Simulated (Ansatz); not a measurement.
Crystal: PbSe (Clausthalite).

```
CELL_PARAMETERS angstrom
0.00000 3.06065 3.06065
3.06065 0.00000 3.06065
3.06065 3.06065 0.00000
ATOMIC_POSITIONS crystal
Pb 0.00000 0.00000 0.00000
Se 0.50000 0.50000 0.50000
```

```yaml
Program: Ansatz 0.2.0
Task: relaxation of cell and atoms
Functional: revPBE
Potentials_or_basis: Ansatz PAW
Cutoff: "420 eV (not typed: the program's choice for these potentials)"
k_mesh: 8 × 8 × 8
Occupations: fermi-dirac, width 0.05 eV
Spin: no spin polarisation
```

At the start: volume 28.67 Å³/atom.

**Question.** How do energy, volume and symmetry change on relaxing?

**Answer.** It ends after 5 steps and the volume is 30.86 Å³/atom (+7.6 %); space group Fm-3m (No. 225, to 0.05 Å).

The path:
| step | energy change (eV) | largest force (eV/Å) | volume (Å³) |
| --- | --- | --- | --- |
| 1 | 0.0000 | 0.0000 | 57.34 |
| 2 | -0.0401 | 0.0000 | 63.60 |
| 3 | -0.0472 | 0.0000 | 61.96 |
| 4 | -0.0474 | 0.0000 | 61.72 |
| 5 | -0.0477 | 0.0000 | 61.72 |

Final structure:
```
Pb Se
1.0
     0.00000    3.13672    3.13672
     3.13672    0.00000    3.13672
     3.13672    3.13672    0.00000
Pb Se
1 1
Direct
  0.00000 0.00000 0.00000
  0.50000 0.50000 0.50000
```

The cell as given is a measured one (28.67 Å³/atom); revPBE puts the equilibrium volume +7.6 % from it, thermal expansion not counted.

Caveat: the plane-wave basis is chosen anew once the cell has moved, so the energies of steps on either side of that aren't comparable; the PAW data sets come from PBE, with cores solved anew for the run's functional, which leaves a small shift of forces and pressure.
